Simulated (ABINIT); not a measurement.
# NaCl (Fm-3m): G0W0 in ABINIT against the screening cutoff in the self-energy, part 2 of 2

Wanted: the cheapest screening cutoff in the self-energy that holds the gap of NaCl (Fm-3m).

ABINIT 10.8.3; PBE and many-body steps on it, plane waves. Known limits of the many-body steps: not at the basis limit; coarse k mesh.

So far. Step 2 (Screening, 4×4×4 mesh, 80 bands, screening to 176.9 eV): Local fields lower ε∞ by 15 %. On a Γ-centred mesh this coarse the value itself is usually too large, while a short band sum pulls it down. Step 5 (2.3 Ha): The gap on the mesh goes from 5.15 eV to 7.86 eV, a correction of +2.71 eV.

The database entry behind the starting cell differs from later determinations by our own check (an axis about 0.4 % short against later determinations), so it need not match the best structure at ambient conditions.

## (6) 3.2 Ha

Level of this step: G0W0 on PBE, plane waves, norm-conserving pseudopotentials (ABINIT).

Contents of run.abi:

```
acell 3*1.0 Angstrom
rprim 
  0.000000000000 2.810000000000 2.810000000000
  2.810000000000 0.000000000000 2.810000000000
  2.810000000000 2.810000000000 0.000000000000
ntypat 2
znucl 11 17
natom 2
typat 1 2
xred 
  0.000000000000 0.000000000000 0.000000000000
  0.500000000000 0.500000000000 0.500000000000
pp_dirpath "pseudos"
pseudos "Na.upf, Cl.upf"
ecut 38
ngkpt 4 4 4
nshiftk 1
shiftk 0 0 0
kptopt 1
chksymbreak 0
istwfk *1
occopt 1
irdwfk 1
optdriver 4
nband 80
gwcalctyp 0
ecutsigx 38
symsigma 1
nkptgw 1
kptgw 
  0.0000000000 0.0000000000 0.0000000000
bdgw 
  6 12
ecuteps 3.2
irdscr 1
ppmodel 1
indata_prefix "in"
outdata_prefix "out"
tmpdata_prefix "tmp"
```

Command:

```bash
> OMP_NUM_THREADS=1 mpirun -n 4 abinit run.abi > log
```

The log of the run:

```text
.Version 10.8.3 of ABINIT. v10.8.2 released Aug 2026.

 Symmetries : space group Fm -3 m (#225); Bravais cF (face-center cubic)
[... echo of the input left out ...]
== DATASET  1 ==================================================================
-   mpi_nproc: 4, omp_nthreads: 1 (-1 if OMP is not activated)

--- !DatasetInfo
iteration_state: {dtset: 1, }
dimensions: {natom: 2, nkpt: 8, mband: 80, nsppol: 1, nspinor: 1, nspden: 1, mpw: 3383, }
cutoff_energies: {ecut:  38.0, pawecutdg:  -1.0, }
[...]
10  10.523  -8.376  -3.599  -3.180   0.859  -0.164  -7.004   1.372  11.896
       11  10.523  -8.376  -3.599  -3.180   0.859  -0.164  -7.004   1.372  11.896
       12  10.523  -8.376  -3.599  -3.180   0.859  -0.164  -7.004   1.372  11.896

== END DATASET(S) ==============================================================
================================================================================

 -outvars: echo values of variables after computation  --------
           etotal      0.0000000000E+00
            nband          80
             nkpt           8
          spgroup         225
 [... the other variables as echoed above ...]

 Calculation completed.
```

The job ended after 9.2 s (4 MPI ranks of Arm Neoverse N1, shared host; peak memory 0.39 GiB; 27 s of CPU time).

This step gave:

```
G0W0 gap on the points computed              : 7.88 eV
starting gap on the mesh                     : 5.150 eV
k of the valence top                         : 0, 0, 0
k of the conduction bottom                   : 0, 0, 0
least direct G0W0 gap on the computed points : 7.88 eV
```

Against the run before, the gap moves by +0.017 eV.

## (7) 4.9 Ha

run.abi, as its differences from that of step 6:

```diff
@@ -33,3 +33,3 @@
   6 12
-ecuteps 3.2
+ecuteps 4.9
 irdscr 1
```

The log of the run:

```text
.Version 10.8.3 of ABINIT. v10.8.2 released Aug 2026.

 Symmetries : space group Fm -3 m (#225); Bravais cF (face-center cubic)
[... echo of the input left out ...]
== DATASET  1 ==================================================================
-   mpi_nproc: 4, omp_nthreads: 1 (-1 if OMP is not activated)

--- !DatasetInfo
iteration_state: {dtset: 1, }
dimensions: {natom: 2, nkpt: 8, mband: 80, nsppol: 1, nspinor: 1, nspden: 1, mpw: 3383, }
cutoff_energies: {ecut:  38.0, pawecutdg:  -1.0, }
[...]
10  10.523  -8.376  -3.599  -3.174   0.858  -0.165  -7.001   1.375  11.899
       11  10.523  -8.376  -3.599  -3.174   0.858  -0.165  -7.001   1.375  11.899
       12  10.523  -8.376  -3.599  -3.174   0.858  -0.165  -7.001   1.375  11.899

== END DATASET(S) ==============================================================
================================================================================

 -outvars: echo values of variables after computation  --------
           etotal      0.0000000000E+00
            nband          80
             nkpt           8
          spgroup         225
 [... the other variables as echoed above ...]

 Calculation completed.
```

Elapsed: 9.4 s, on 4 MPI ranks; peak memory 0.72 GiB; 30 s of CPU time.

Numbers from this step:

```yaml
g0w0_gap_on_the_points_computed: 7.989 eV
starting_gap_on_the_mesh: 5.150 eV
k_of_the_valence_top: 0, 0, 0
k_of_the_conduction_bottom: 0, 0, 0
least_direct_g0w0_gap_on_the_computed_points: 7.989 eV
```

Against the run before, the gap moves by +0.109 eV.

## (8) 6.5 Ha

run.abi, as its differences from that of step 7:

```diff
@@ -33,3 +33,3 @@
   6 12
-ecuteps 4.9
+ecuteps 6.5
 irdscr 1
```

The log of the run:

```text
.Version 10.8.3 of ABINIT. v10.8.2 released Aug 2026.

 Symmetries : space group Fm -3 m (#225); Bravais cF (face-center cubic)
[... echo of the input left out ...]
== DATASET  1 ==================================================================
-   mpi_nproc: 4, omp_nthreads: 1 (-1 if OMP is not activated)

--- !DatasetInfo
iteration_state: {dtset: 1, }
dimensions: {natom: 2, nkpt: 8, mband: 80, nsppol: 1, nspinor: 1, nspden: 1, mpw: 3383, }
cutoff_energies: {ecut:  38.0, pawecutdg:  -1.0, }
[...]
10  10.523  -8.376  -3.599  -3.175   0.858  -0.166  -7.002   1.375  11.898
       11  10.523  -8.376  -3.599  -3.175   0.858  -0.166  -7.002   1.375  11.898
       12  10.523  -8.376  -3.599  -3.175   0.858  -0.166  -7.002   1.375  11.898

== END DATASET(S) ==============================================================
================================================================================

 -outvars: echo values of variables after computation  --------
           etotal      0.0000000000E+00
            nband          80
             nkpt           8
          spgroup         225
 [... the other variables as echoed above ...]

 Calculation completed.
```

Elapsed: 14 s, on 4 MPI ranks; peak memory 0.77 GiB; 46 s of CPU time.

This step gave:

| Quantity | Value |
| --- | --- |
| G0W0 gap on the points computed | 7.995 eV |
| starting gap on the mesh | 5.150 eV |
| k of the valence top | 0, 0, 0 |
| k of the conduction bottom | 0, 0, 0 |
| least direct G0W0 gap on the computed points | 7.995 eV |

Against the run before, the gap moves by +0.006 eV.

## (9) The runs together

Times are wall times on 4 MPI ranks of Arm Neoverse N1, shared host. The host was busy with other work, so they are no guide to cost. A run's time includes the screening step that it read.

| run | mesh | bands | screening cutoff (eV) | DFT gap (eV) | gap on the mesh (eV) | direct (eV) | ε∞ used | time |
| --- | --- | --- | --- | --- | --- | --- | --- | --- |
| 0.7 Ha | 4×4×4 | 80 | 19 | 5.150 | 8.217 | 8.217 | 2.38 | 67 s |
| 1.3 Ha | 4×4×4 | 80 | 35.4 | 5.150 | 7.800 | 7.800 | 2.38 | 67 s |
| 2.3 Ha | 4×4×4 | 80 | 62.6 | 5.150 | 7.863 | 7.863 | 2.38 | 69 s |
| 3.2 Ha | 4×4×4 | 80 | 87.1 | 5.150 | 7.880 | 7.880 | 2.38 | 69 s |
| 4.9 Ha | 4×4×4 | 80 | 133.3 | 5.150 | 7.989 | 7.989 | 2.38 | 69 s |
| 6.5 Ha | 4×4×4 | 80 | 176.9 | 5.150 | 7.995 | 7.995 | 2.38 | 73 s |

## (10) Results

```json
{
  "0.7 Ha": "8.217 eV",
  "1.3 Ha": "7.800 eV",
  "2.3 Ha": "7.863 eV",
  "3.2 Ha": "7.880 eV",
  "4.9 Ha": "7.989 eV",
  "6.5 Ha": "7.995 eV",
  "known limits": "not at the basis limit; coarse k mesh"
}
```

In words: The setting moved: screening cutoff in the self-energy. From 0.7 Ha to 6.5 Ha the gap moves by −0.22 eV, not steadily: it passes through 7.80 eV. It holds to 0.03 eV from 4.9 Ha on. Bands and screening cutoff are coupled, so a series along one setting does not show full convergence. Bands and cutoff are finite, so the gap is not at the basis limit. The miss can reach some tenths of an eV and take either sign; the mesh is an error of its own. In the G0W0 runs levels were corrected at 1 k point alone, so a gap called «on the mesh» is the least over those, and an edge elsewhere would be missed. The 4×4×4 mesh is coarse for this cell, which bears on the long-range parts of exchange and screening.

[Paths, hosts, dates, memory and timing lines, banners, echoed tables and standing remarks are left out of the program output.]

[Logs are printed without paths, hosts, clocks, repeated set-up lines and the standing remarks that a program may print on its own settings, such as how far it seeks lower states.]

[Runs of the session that timed out or met a known fault of the program may be left out.]

[Hosts, paths, dates, database ids (printed as entryN), source tags and the programs' standing remarks are cut or masked in the printed files.]

[G0W0 gaps are taken among the corrected bands and points alone; a level outside them can change the order at an edge.]

[Where Ansatz stands beside ABINIT at settings called matched, ABINIT's density can come from a denser mesh and the files from another edition; pairs whose starting gaps differed by over 0.03 eV were left out, so agreement reads better than it is.]
